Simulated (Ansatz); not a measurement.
## Rh in Ansatz: the effect of functional

The system is Rh.

```xyz
1
Lattice="0.0000 1.8979 1.8979 1.8979 0.0000 1.8979 1.8979 1.8979 0.0000" Properties=species:S:1:pos:R:3 pbc="T T T"
Rh    0.0000    0.0000    0.0000
```

Alike in all runs:

- Program: Ansatz 0.2.0
- Task: projected density of states
- Potentials or basis: Ansatz PAW
- k mesh: 7 × 7 × 7
- Occupations: fermi-dirac, width 0.05 eV
- Spin: no spin polarisation

```tsv
functional	cutoff	pressure (GPa)
LDA	420 eV (not typed: the program's choice for these potentials)	-11.1
PBEsol	420 eV (not typed: the program's choice for these potentials)	-5.0
RPBE	420 eV (not typed: the program's choice for these potentials)	10.9
revPBE	420 eV (not typed: the program's choice for these potentials)	9.6
BLYP	420 eV (not typed: the program's choice for these potentials)	20.6
r2SCAN	500 eV (not typed: the program's choice for these potentials)	0.0
HSE06	420 eV (not typed: the program's choice for these potentials)	-5.1
PBE0	420 eV (not typed: the program's choice for these potentials)	-5.0
r2SCAN0	500 eV (not typed: the program's choice for these potentials)	?
```

Question: What does the run with functional r2SCAN0 give?

Answer: Pressure -8.9 GPa.

Caveats: all runs use coarse meshes; the PAW data sets come from PBE, with cores solved anew for the run's functional, which leaves a small shift of forces and pressure; the thresholds are loose for stress (some runs).

Runs at the PBE level aren't shown here.
